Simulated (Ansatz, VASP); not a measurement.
**Hf in VASP and in Ansatz**

Contents of POSCAR:

```
Hf
1.0
    3.1247309402      0.0000000000      0.0000000000
   -1.5623654701      2.7060963742      0.0000000000
    0.0000000000      0.0000000000      4.9345563401
Hf
2
Direct
    0.3333333333      0.6666666667      0.2500000000
    0.6666666667      0.3333333333      0.7500000000
```

File INCAR.step1:

```
ALGO = Normal
EDIFF = 1E-4
ENCUT = 520
GGA = PE
ISMEAR = 0
LASPH = True
LCHARG = False
LREAL = False
LWAVE = True
NBANDS = 17
NELM = 60
PREC = Accurate
SIGMA = 0.1
```

File INCAR.step2:

```
ALGO = Normal
EDIFF = 1E-6
ENCUT = 520
ISIF = 2
ISMEAR = 0
ISTART = 1
LASPH = True
LCHARG = False
LMIXTAU = True
LREAL = False
LWAVE = False
METAGGA = R2SCAN
NBANDS = 17
NELM = 60
PREC = Accurate
SIGMA = 0.1
```

The input KPOINTS:

```
k-points
0
Gamma
  6 6 4
```

Input for Ansatz:

```yaml
crystal:
  lattice:
    - [3.1247309394, 0.0, 0.0]
    - [-1.5623654697, 2.7060963735, 0.0]
    - [0.0, 0.0, 4.9345563426]
  atoms:
    - { symbol: Hf, position: [0.3333333333, 0.6666666667, 0.25] }
    - { symbol: Hf, position: [0.6666666667, 0.3333333333, 0.75] }
basis:
  ecutwfc: 500
kpoints:
  mp_grid: { grid: [6, 6, 4] }
hamiltonian:
  xc: r2scan
scf:
  occupations: { method: gaussian, width: 0.1 }
output:
  forces: true
  stress: true
  eigenvalues: true
```

Alike in both runs: task single point; functional r2SCAN; k mesh 6 × 6 × 4; occupations gaussian, width 0.1 eV; no spin polarisation.

|  | VASP | Ansatz |
| --- | --- | --- |
| version | VASP 6.6.1 | Ansatz 0.2.0 |
| potentials or method | VASP PAW PBE potentials, release 64 (Hf_pv) | scalar-relativistic, plane waves, PAW |
| plane-wave cutoff (eV) | 520 | 500 |
| valence electrons in the cell | 20 | 52 |

```tsv
	VASP	Ansatz	Ansatz less VASP
gap on the k mesh at the Fermi level (eV)	none	none	-
pressure (GPa)	8.2	8.7	+0.45
largest component of the traceless stress (GPa)	0.55	0.61	+0.053
```

A gap of «none» marks a metal or a gap that the smearing closes. With one functional, cell and mesh, what is left measures potentials, basis and numerics. The two sets of potentials don't hold the same shells in valence.

Caveats: the k mesh is coarse (spacing up to 0.39 Å⁻¹), so the values aren't converged; the PAW data sets were made with another functional, which shifts forces and pressure a little (VASP). The runs have no spin-orbit coupling, so splittings on Hf are missing.
